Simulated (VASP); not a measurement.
A run of VASP 6.6.1:

INCAR

```
PREC = Accurate
ENCUT = 300
EDIFF = 1E-7
ISMEAR = 1
SIGMA = 0.1
LREAL = False
LASPH = True
NELM = 80
ALGO = Normal
ISIF = 3
LWAVE = False
LCHARG = False
GGA = PE
IBRION = 2
NSW = 90
EDIFFG = -0.005
```

KPOINTS

```
regular mesh
0
Gamma
  6 6 3
```

Contents of POSCAR:

```
TiTe2                                   
1.0
    3.7886502813      0.0000000000     -0.0000000000
   -1.8943251407      3.2810673897     -0.0000000000
   -0.0000000000     -0.0000000000      6.6005631365
  Ti              Te            
     1     2
Direct
     1.0000000000000000    0.0000000000000000    0.0000000000000000
     0.6666666667000030    0.3333333332999970    0.2572344013088060
     0.3333333332999970    0.6666666667000030    0.7427655986911939
```

Potentials or basis: VASP PAW PBE potentials, release 64 (Ti, Te).

Command:

```sh
$ cat potpaw_PBE.64/Ti/POTCAR potpaw_PBE.64/Te/POTCAR > POTCAR
$ mpirun -np 1 vasp_std > vasp.out
```

Hardware: 1 thread of Intel(R) Xeon(R) Platinum 8488C (Sapphire Rapids) (shared host).

Problem. How long does it take, and how much memory?

Solution. Run time: 25 s on 1 thread of Intel(R) Xeon(R) Platinum 8488C (Sapphire Rapids), on a shared host, peak memory 0.16 GiB. Counts: scf iterations 29, k points 17, ion steps 3.
